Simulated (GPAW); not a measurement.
# Ir (Fm-3m) in GPAW: a series of runs

One crystal, Ir, is run at these levels: PBEsol, PBEsol+D3, PBEsol+D3(BJ), PBEsol+D3(BJ)+ATM; tasks: relaxation of cell and atoms.

All numbers are computed with GPAW 26.7.0; they aren't measurements. Logs are shortened: lines on timing, memory, paths and dates and some standing lists are left out, and cuts for length are marked. The log counts tension as positive stress, the text compression.

**1. The structure**

Symmetry: Fm-3m, No. 225, cubic system. Conventional cell: a = 3.831 Å, b = 3.831 Å, c = 3.831 Å, α = 90.00°, β = 90.00°, γ = 90.00°. Ir (site symmetry m-3m) is surrounded by 12 Ir at 2.71 Å.

**2. Relaxation of cell and atoms, PBEsol**

run.py reads:

```python
from ase import Atoms
from ase.filters import FrechetCellFilter
from ase.io import write
from ase.optimize import BFGS
from gpaw import GPAW, PW, setup_paths

setup_paths.insert(0, '.')

atoms = Atoms(['Ir'],
              cell=[[0.0, 1.9156, 1.9156],
                    [1.9156, 0.0, 1.9156],
                    [1.9156, 1.9156, 0.0]],
              scaled_positions=[[0.0, 0.0, 0.0]],
              pbc=True)

calc = GPAW(mode=PW(600),
            xc='PBEsol',
            kpts={'size': (12, 12, 12), 'gamma': True},
            occupations={'name': 'fermi-dirac', 'width': 0.05},
            nbands=16,
            convergence={'density': 1e-05, 'forces': 0.0001},
            maxiter=150,
            txt='gpaw.txt')
atoms.calc = calc
opt = BFGS(FrechetCellFilter(atoms), trajectory='relax.traj', logfile='-')
done = opt.run(fmax=0.02, steps=60)
calc.write('gs.gpw')
write('result.traj', atoms)
print('Converged:', done)
print('Cell:', atoms.cell.cellpar().round(4))
print('Volume:', round(atoms.get_volume(), 4))
print(atoms.get_scaled_positions().round(5))
```

Potentials or basis: PAW data sets generated in the run's folder for this functional, pw.

The run is started by

```bash
gpaw-setup -f PBEsol Ir
OMP_NUM_THREADS=1 python run.py
```

gpaw.txt:

```text
__  _  _
 | _ |_)|_||  |
 |__||  | ||/\| - 26.7.0

Input parameters:
  mode=PW(ecut=600.0),
  convergence={'density': 1e-05, 'forces': 0.0001},
  kpts=MonkhorstPack(size=(12, 12, 12), gamma=True),
  maxiter=150,
  nbands=16,
  occupations=Occupations(name='fermi-dirac', width=0.05),
  xc=XC(name='PBEsol')

Diagonalizing LCAO Hamiltonian
Converting LCAO to pw mode

       Ir

Atoms  # Å, Bohr magnetons
|   | symbol |        x |        y |        z |    initial magnetic moments |
|---|--------|----------|----------|----------|-----------------------------|
| 0 |     Ir | 0.000000 | 0.000000 | 0.000000 | ( 0.0000,  0.0000,  0.0000) |

Unit cell  # Å
| periodic |        x |        y |        z |  lengths |    angles |
|----------|----------|----------|----------|----------|-----------|
|      yes | 0.000000 | 1.915600 | 1.915600 | 2.709068 | 60.000000 |
|      yes | 1.915600 | 0.000000 | 1.915600 | 2.709068 | 60.000000 |
|      yes | 1.915600 | 1.915600 | 0.000000 | 2.709068 | 60.000000 |

Number of symmetries: 48
Symmetry operations  # r_c * U_cc + t_c -> r_c
|    | kind |            matrix            |
|----|------|------------------------------|
|  0 |  σ   |  1, 0, 0,  1, 0,-1,  1,-1, 0 |
|  1 |  C2  |  1, 0, 0,  1,-1, 0,  1, 0,-1 |
|  2 |  E   |  1, 0, 0,  0, 1, 0,  0, 0, 1 |
|  3 |  σ   |  1, 0, 0,  0, 0, 1,  0, 1, 0 |
|  4 |  C4  |  1, 0,-1,  1, 0, 0,  1,-1, 0 |
|  5 |  S6  |  1, 0,-1,  1,-1, 0,  1, 0, 0 |
|  6 |  σ   |  1, 0,-1,  0, 1,-1,  0, 0,-1 |
|  7 |  C3  |  1, 0,-1,  0, 0,-1,  0, 1,-1 |
|  8 |  S6  |  1,-1, 0,  1, 0, 0,  1, 0,-1 |
|  9 |  C4  |  1,-1, 0,  1, 0,-1,  1, 0, 0 |
| 10 |  C3  |  1,-1, 0,  0,-1, 1,  0,-1, 0 |
| 11 |  σ   |  1,-1, 0,  0,-1, 0,  0,-1, 1 |
| 12 |  σ   |  0, 1, 0,  1, 0, 0,  0, 0, 1 |
| 13 |  C4  |  0, 1, 0,  0, 1,-1, -1, 1, 0 |
[... 182 lines left out ...]
|          4 |        10.979 |     2.000 |
|          5 |        10.979 |     2.000 |
[... 8 lines left out ...]
|         14 |        48.826 |     0.000 |
|         15 |        48.826 |     0.000 |

No gap
No difference between direct/indirect transitions

Stress tensor  # eV/Ang^3
|         x |         y |        z |
|-----------|-----------|----------|
|  0.012345 | -0.000000 | 0.000000 |
| -0.000000 |  0.012345 | 0.000000 |
|  0.000000 |  0.000000 | 0.012345 |

Forces  # eV/Ang
|        x |        y |       z |
|----------|----------|---------|
| -0.00000 | -0.00000 | 0.00000 |  # Ir   0

Interpolating wave functions to new cell

       Ir

Atoms  # Å, Bohr magnetons
|   | symbol |         x |         y |        z |    initial magnetic moments |
|---|--------|-----------|-----------|----------|-----------------------------|
| 0 |     Ir | -0.000000 | -0.000000 | 0.000000 | ( 0.0000,  0.0000,  0.0000) |

Unit cell  # Å
| periodic |         x |         y |         z |  lengths |    angles |
|----------|-----------|-----------|-----------|----------|-----------|
|      yes | -0.000000 |  1.910857 |  1.910857 | 2.702359 | 60.000000 |
|      yes |  1.910857 | -0.000000 |  1.910857 | 2.702359 | 60.000000 |
|      yes |  1.910857 |  1.910857 | -0.000000 | 2.702359 | 60.000000 |

Number of symmetries: 48
Symmetry operations  # r_c * U_cc + t_c -> r_c
|    | kind |            matrix            |
|----|------|------------------------------|
|  0 |  σ   |  1, 0, 0,  1, 0,-1,  1,-1, 0 |
|  1 |  C2  |  1, 0, 0,  1,-1, 0,  1, 0,-1 |
|  2 |  E   |  1, 0, 0,  0, 1, 0,  0, 0, 1 |
|  3 |  σ   |  1, 0, 0,  0, 0, 1,  0, 1, 0 |
|  4 |  C4  |  1, 0,-1,  1, 0, 0,  1,-1, 0 |
|  5 |  S6  |  1, 0,-1,  1,-1, 0,  1, 0, 0 |
|  6 |  σ   |  1, 0,-1,  0, 1,-1,  0, 0,-1 |
|  7 |  C3  |  1, 0,-1,  0, 0,-1,  0, 1,-1 |
|  8 |  S6  |  1,-1, 0,  1, 0, 0,  1, 0,-1 |
|  9 |  C4  |  1,-1, 0,  1, 0,-1,  1, 0, 0 |
| 10 |  C3  |  1,-1, 0,  0,-1, 1,  0,-1, 0 |
| 11 |  σ   |  1,-1, 0,  0,-1, 0,  0,-1, 1 |
| 12 |  σ   |  0, 1, 0,  1, 0, 0,  0, 0, 1 |
| 13 |  C4  |  0, 1, 0,  0, 1,-1, -1, 1, 0 |
[... 144 lines left out ...]
SCF iterations
|iter     | |      energy | eigst |  dens |force |
|---------|-|-------------|-------|-------|------|
|iter:   1| |  -10.369875 | -2.57 |       |      |
|iter:   2| |  -10.369425 | -5.54 | -2.32 |      |
|iter:   3| |  -10.367778c| -4.48 | -2.37 |      |
|iter:   4| |  -10.367840c| -5.51 | -3.25 |      |
|iter:   5| |  -10.367876c| -5.30 | -3.56 |      |
|iter:   6| |  -10.367876c| -8.27c| -4.61 |      |
|iter:   7| |  -10.367876c| -7.79c| -4.97 |      |
|iter:   8| |  -10.367876c| -8.90c| -6.50c|      |
|iter:   9| |  -10.367876c| -9.66c| -6.97c|-24.68c|

Converged in 9 steps
Energy contributions relative to reference atoms: (reference = -484347.881821)

Energy contributions:
  Kinetic:           4.156047
  Coulomb:          -3.632102
  Zero:             -0.245333
  External:          0.000000
  Xc:              -10.644171
  Entropy:          -0.004637
  Spinorbit:         0.000000
  ----------------------------
  Free energy:     -10.370195
  Extrapolated:    -10.367876
[... 11 lines left out ...]
|          4 |        11.097 |     2.000 |
|          5 |        11.097 |     2.000 |
[... 8 lines left out ...]
|         14 |        49.171 |     0.000 |
|         15 |        49.171 |     0.000 |

No gap
No difference between direct/indirect transitions

Stress tensor  # eV/Ang^3
|         x |         y |         z |
|-----------|-----------|-----------|
| -0.005550 |  0.000000 |  0.000000 |
|  0.000000 | -0.005550 |  0.000000 |
|  0.000000 |  0.000000 | -0.005550 |

Forces  # eV/Ang
|       x |       y |       z |
|---------|---------|---------|
| 0.00000 | 0.00000 | 0.00000 |  # Ir   0

Interpolating wave functions to new cell

       Ir

Atoms  # Å, Bohr magnetons
|   | symbol |         x |         y |        z |    initial magnetic moments |
|---|--------|-----------|-----------|----------|-----------------------------|
| 0 |     Ir | -0.000000 | -0.000000 | 0.000000 | ( 0.0000,  0.0000,  0.0000) |

Unit cell  # Å
| periodic |         x |         y |         z |  lengths |    angles |
|----------|-----------|-----------|-----------|----------|-----------|
|      yes | -0.000000 |  1.912319 |  1.912319 | 2.704427 | 60.000000 |
|      yes |  1.912319 | -0.000000 |  1.912319 | 2.704427 | 60.000000 |
|      yes |  1.912319 |  1.912319 | -0.000000 | 2.704427 | 60.000000 |

Number of symmetries: 48
Symmetry operations  # r_c * U_cc + t_c -> r_c
|    | kind |            matrix            |
|----|------|------------------------------|
|  0 |  σ   |  1, 0, 0,  1, 0,-1,  1,-1, 0 |
|  1 |  C2  |  1, 0, 0,  1,-1, 0,  1, 0,-1 |
|  2 |  E   |  1, 0, 0,  0, 1, 0,  0, 0, 1 |
|  3 |  σ   |  1, 0, 0,  0, 0, 1,  0, 1, 0 |
|  4 |  C4  |  1, 0,-1,  1, 0, 0,  1,-1, 0 |
|  5 |  S6  |  1, 0,-1,  1,-1, 0,  1, 0, 0 |
|  6 |  σ   |  1, 0,-1,  0, 1,-1,  0, 0,-1 |
|  7 |  C3  |  1, 0,-1,  0, 0,-1,  0, 1,-1 |
|  8 |  S6  |  1,-1, 0,  1, 0, 0,  1, 0,-1 |
|  9 |  C4  |  1,-1, 0,  1, 0,-1,  1, 0, 0 |
| 10 |  C3  |  1,-1, 0,  0,-1, 1,  0,-1, 0 |
| 11 |  σ   |  1,-1, 0,  0,-1, 0,  0,-1, 1 |
| 12 |  σ   |  0, 1, 0,  1, 0, 0,  0, 0, 1 |
| 13 |  C4  |  0, 1, 0,  0, 1,-1, -1, 1, 0 |
[... 180 lines left out ...]
|          4 |        11.060 |     2.000 |
|          5 |        11.060 |     2.000 |
[... 8 lines left out ...]
|         14 |        49.064 |     0.000 |
|         15 |        49.064 |     0.000 |

No gap
No difference between direct/indirect transitions

Stress tensor  # eV/Ang^3
|        x |        y |        z |
|----------|----------|----------|
| 0.000048 | 0.000000 | 0.000000 |
| 0.000000 | 0.000048 | 0.000000 |
| 0.000000 | 0.000000 | 0.000048 |

Forces  # eV/Ang
|        x |        y |        z |
|----------|----------|----------|
| -0.00000 | -0.00000 | -0.00000 |  # Ir   0

# Writing to gs.gpw (mode='')
```

stdout:

```text
Step          Energy          fmax
BFGS:    0      -10.369943        0.173550
BFGS:    1      -10.370195        0.077442
BFGS:    2      -10.370306        0.000670
Converged: True
Cell: [ 2.7044  2.7044  2.7044 60.     60.     60.    ]
Volume: 13.9866
[[0. 0. 0.]]
```

It took 16 s on 1 thread of AMD EPYC 9R45 (Zen 5), shared host; peak memory 0.16 GiB.

Results:

```
Free energy                            : -10.3703 eV
Relaxed volume                         : 13.99 Å³/atom
Relaxed cell                           : a = 2.704 Å, b = 2.704 Å, c = 2.704 Å, α = 60.00°, β = 60.00°, γ = 60.00°
Space group after relaxing (to 0.05 Å) : Fm-3m (No. 225)
Energy gained by relaxing              : 0.4 meV/atom
Ionic steps                            : 3
Pressure after relaxing                : 0.0 GPa
Band gap on the k mesh                 : none (metal or under the smearing width)
```

The path:
```tsv
step	energy change (eV)	largest force (eV/Å)	pressure (GPa)	volume (Å³)
1	0.0000	0.0000	-1.98	14.06
2	-0.0003	0.0000	0.89	13.95
3	-0.0004	0.0000	-0.01	13.99
```

Final structure:
```
Ir
1.0
     0.00000    1.91232    1.91232
     1.91232    0.00000    1.91232
     1.91232    1.91232    0.00000
Ir
1
Direct
  0.00000 0.00000 0.00000
```

Caveat: later steps reuse the first step's grids.

**3. Relaxation of cell and atoms, PBEsol+D3**

run.py: that of step 2 with these lines changed.

```diff
@@ -1,2 +1,3 @@
 from ase import Atoms
+from ase.calculators.mixing import SumCalculator
 from ase.filters import FrechetCellFilter
@@ -4,2 +5,3 @@
 from ase.optimize import BFGS
+from dftd3.ase import DFTD3
 from gpaw import GPAW, PW, setup_paths
@@ -23,3 +25,3 @@
             txt='gpaw.txt')
-atoms.calc = calc
+atoms.calc = SumCalculator([calc, DFTD3(method='pbesol', damping='d3zero')])
 opt = BFGS(FrechetCellFilter(atoms), trajectory='relax.traj', logfile='-')
```

Potentials or basis: PAW data sets generated in the run's folder for this functional, pw.

The run is started by

```bash
gpaw-setup -f PBEsol Ir
OMP_NUM_THREADS=1 python run.py
```

Run time: 17 s. Hardware: 1 thread of AMD EPYC 9R45 (Zen 5), shared host; peak memory 0.17 GiB.

The run converged. Its results:

| Property | Result |
| --- | --- |
| Free energy | -10.9584 eV |
| Relaxed volume | 13.70 Å³/atom |
| Relaxed cell | a = 2.686 Å, b = 2.686 Å, c = 2.686 Å, α = 60.00°, β = 60.00°, γ = 60.00° |
| Space group after relaxing (to 0.05 Å) | Fm-3m (No. 225) |
| Energy gained by relaxing | 11.7 meV/atom |
| Ionic steps | 3 |
| Pressure after relaxing | -0.2 GPa |
| Band gap on the k mesh | none (metal or under the smearing width) |
| Dispersion energy per atom | -0.596 eV |

The path:
```csv
step,energy change (eV),largest force (eV/Å),pressure (GPa),volume (Å³)
1,0.0000,0.0000,-10.18,14.06
2,-0.0092,0.0000,4.96,13.53
3,-0.0117,0.0000,-0.19,13.70
```

Final structure:
```cif
data_structure
_symmetry_space_group_name_H-M 'P 1'
_symmetry_Int_Tables_number 1
_cell_length_a 2.6856
_cell_length_b 2.6856
_cell_length_c 2.6856
_cell_angle_alpha 60.000
_cell_angle_beta 60.000
_cell_angle_gamma 60.000
_cell_volume 13.70
loop_
_atom_site_label
_atom_site_type_symbol
_atom_site_fract_x
_atom_site_fract_y
_atom_site_fract_z
_atom_site_occupancy
Ir1 Ir 0.00000 0.00000 0.00000 1
```

Levels at points of the mesh, in eV from the Fermi level:
| k point | band 4 | band 5 | band 6 | band 7 | band 8 | band 9 | band 10 | band 11 |
| --- | --- | --- | --- | --- | --- | --- | --- | --- |
| (0.00, 0.00, 0.00) | -11.50 | -4.12 | -4.12 | -4.12 | -1.29 | -1.29 | 13.82 | 19.64 |
| (0.50, 0.50, 0.00) | -8.33 | -7.73 | 0.90 | 1.54 | 1.54 | 1.61 | 10.96 | 11.64 |
| (0.50, 0.50, 0.50) | -8.47 | -4.24 | -4.24 | -0.93 | 0.92 | 0.92 | 7.59 | 13.40 |

Caveat: later steps reuse the first step's grids; pairwise dispersion overbinds metals, which lowers pressure and volume.

(Continued in part 2 of 2.)
